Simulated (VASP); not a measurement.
Wanted: the native input for a VASP 6.6.1 run.

```yaml
Task: single point
Functional: PBE
Potentials_or_basis: VASP PAW PBE potentials, release 64 (Al, O)
Cutoff: 520 eV
k_mesh: 6 × 4 × 1
Occupations: gaussian, width 0.1 eV
Spin: no spin polarisation
Dipole_correction: yes
Further_INCAR_settings: ALGO = Normal; EDIFF = 1e-06; NBANDS = 12
```

The structure of AlO lies in POSCAR:

```
AlO
1.0
    2.9468440000      0.0000000000      0.0000000000
    0.0000000000      3.8356620000      0.0000000000
    0.0000000000      0.0000000000     14.0000000000
Al O
1 1
Direct
    0.5000000000      0.5000000000      0.5000000000
    0.0000000000      0.0000000000      0.5000000000
```

The cell was built by a generator and needn't be a form met in nature.

These files were run (other wordings do the same):

INCAR

```
SYSTEM = AlO
ALGO = Normal ; DIPOL = 0.5 0.5 0.500
EDIFF = 1E-6 ; ENCUT = 520
GGA = PE ; IDIPOL = 3
ISIF = 2 ; ISMEAR = 0
LASPH = .TRUE. ; LCHARG = .FALSE.
LDIPOL = .TRUE. ; LREAL = .FALSE.
LWAVE = .FALSE. ; NBANDS = 12
NELM = 80 ; PREC = Accurate
SIGMA = 0.1
```

KPOINTS

```
k-points
0
G
  6 4 1
  0 0 0
```

Potentials or basis: VASP PAW PBE potentials, release 64 (Al, O).

The run is started by

```console
$ cat potpaw_PBE.64/Al/POTCAR potpaw_PBE.64/O/POTCAR > POTCAR
$ mpirun -np 1 vasp_std > vasp.out
```

It gave:

| Property | Result |
| --- | --- |
| Band gap on the k mesh | none (metal or under the smearing width) |

Caveat: the k mesh is coarse (spacing up to 0.41 Å⁻¹), so the values aren't converged; an odd number of electrons without spin polarisation forces a metal; a magnetic or distorted state may lie lower.

Wall time 32 s on 1 thread of Intel(R) Xeon(R) Platinum 8559C (Emerald Rapids), with other jobs on the host, peak memory 0.25 GiB.
